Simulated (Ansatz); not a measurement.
PbO2:

```xyz
3
Lattice="0.0000 2.7020 2.7020 2.7020 0.0000 2.7020 2.7020 2.7020 0.0000" Properties=species:S:1:pos:R:3 pbc="T T T"
Pb    0.0000    0.0000    0.0000
O     4.0530    4.0530    4.0530
O     1.3510    1.3510    1.3510
```

The cell comes from a database or a generator and needn't be the stable form of this composition.

| Quantity | Value |
| --- | --- |
| Program | Ansatz 0.2.0 |
| Task | relaxation of cell and atoms |
| Functional | PBEsol |
| Dispersion | D3(BJ) |
| Potentials or basis | Ansatz PAW |
| Cutoff | 420 eV (not typed: the program's choice for these potentials) |
| k mesh | 9 × 9 × 9 |
| Occupations | fermi-dirac, width 0.05 eV |
| Spin | no spin polarisation |

At the start: volume 13.15 Å³/atom.

Question: Where does the relaxation end?

Answer: It ends after 7 steps and the volume is 12.40 Å³/atom (-5.7 %); space group Fm-3m (No. 225, to 0.05 Å).

The path:
| step | energy change (eV) | largest force (eV/Å) | volume (Å³) |
| --- | --- | --- | --- |
| 1 | 0.0000 | 0.0000 | 39.45 |
| 2 | -0.0661 | 0.0000 | 36.63 |
| 3 | -0.0687 | 0.0000 | 37.32 |
| 4 | -0.0690 | 0.0000 | 37.27 |
| 5 | -0.0621 | 0.0000 | 37.27 |
| 6 | -0.0625 | 0.0000 | 37.19 |
| 7 | -0.0621 | 0.0000 | 37.19 |

Final structure:
```xyz
3
Lattice="0.0000 2.6493 2.6493 2.6493 0.0000 2.6493 2.6493 2.6493 0.0000" Properties=species:S:1:pos:R:3 pbc="T T T"
Pb    0.0000    0.0000    0.0000
O     3.9740    3.9740    3.9740
O     1.3247    1.3247    1.3247
```

Caveat: the plane-wave basis is chosen anew once the cell has moved, so the energies of steps on either side of that aren't comparable; the pressure holds a Pulay correction of +0.7 GPa for the finite cutoff; pairwise dispersion overbinds metals, which lowers pressure and volume; the PAW data sets come from PBE, with cores solved anew for the run's functional, which leaves a small shift of forces and pressure.
